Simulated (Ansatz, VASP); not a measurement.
Given: the input of a run of Ansatz 0.2.0 on GaAs. 

File input.yaml:

```yaml
crystal:
  lattice:
    - [0.0, 2.82685, 2.82685]
    - [2.82685, 0.0, 2.82685]
    - [2.82685, 2.82685, 0.0]
  atoms:
    - { symbol: As, position: [0.75, 0.75, 0.75] }
    - { symbol: Ga, position: [0.0, 0.0, 0.0] }
hamiltonian:
  xc: pbesol
  pseudopotentials: { kind: paw }
  dispersion: d3bj
kpoints:
  mp_grid: { grid: [8, 8, 8] }
scf:
  occupations: { method: fermi_dirac, width: 0.05 }
output:
  forces: true
  stress: true
relax:
  f_tol: 0.01
  max_steps: 40
  cell: { stress_tol: 0.05 }
```

Potentials or basis: Ansatz PAW.

Run with:

```bash
$ ansatz run input.yaml --threads 2 --pin off --max-ram 5632MiB --backend cpu --events-out ev --progress --plain --runs-dir out
```

Question: Set up the same calculation for VASP 6.6.1. Potentials or basis there: PBE PAW files As, Ga_d, 600 eV.

Answer: As run (cutoffs and basis follow the program's own potentials, and thresholds, step limits or extra output files can differ):

The input INCAR:

```
PREC     = Accurate       # precision mode
ENCUT    = 600            # plane-wave cutoff, eV
EDIFF    = 1E-6           # SCF threshold, eV
ISMEAR   = -1             # smearing method
SIGMA    = 0.05           # smearing width, eV
LREAL    = F              # projectors in reciprocal space
LASPH    = T              # aspherical terms in the spheres
NELM     = 60             # most SCF steps
ALGO     = Normal         # electronic algorithm
ISIF     = 3              # what is computed and relaxed
LWAVE    = F              # write WAVECAR
LCHARG   = F              # write CHGCAR
GGA      = PS             # functional
IVDW     = 12             # dispersion correction
IBRION   = 2              # ionic algorithm
NSW      = 60             # ionic steps
EDIFFG   = -0.01          # ionic threshold
```

Contents of KPOINTS:

```
Automatic mesh
0
Gamma
  8 8 8
```

Contents of POSCAR:

```
GaAs
1.0
    0.0000000000      2.8268500000      2.8268500000
    2.8268500000      0.0000000000      2.8268500000
    2.8268500000      2.8268500000      0.0000000000
As Ga
1 1
Direct
    0.7500000000      0.7500000000      0.7500000000
    0.0000000000      0.0000000000      0.0000000000
```

Potentials or basis: VASP PAW PBE potentials, release 64 (As, Ga_d).

Command:

```sh
$ cat potpaw_PBE.64/As/POTCAR potpaw_PBE.64/Ga_d/POTCAR > POTCAR
$ mpirun -np 1 vasp_std > vasp.out
```

Both were run:

|  | Ansatz | VASP |
| --- | --- | --- |
| Relaxed volume | 21.98 Å³/atom | 22.03 Å³/atom |
| Relaxed cell | a = 3.962 Å, b = 3.962 Å, c = 3.962 Å, α = 60.00°, β = 60.00°, γ = 60.00° | a = 3.965 Å, b = 3.965 Å, c = 3.965 Å, α = 60.00°, β = 60.00°, γ = 60.00° |
| Space group after relaxing | F-43m (No. 216) | F-43m (No. 216) |
| Pressure after relaxing | 0.0 GPa | 0.0 GPa |

Ansatz's pressure holds a Pulay term of +0.03 GPa for its cutoff of 420 eV, which the other run lacks.

The potentials hold 28 and 18 valence electrons a cell.

Ansatz's potentials were made for PBE. VASP's potentials were made for PBE.

Where Ansatz's input types no cutoff or centring, it takes its own default and a Γ-centred mesh.

Pressure is positive in compression.
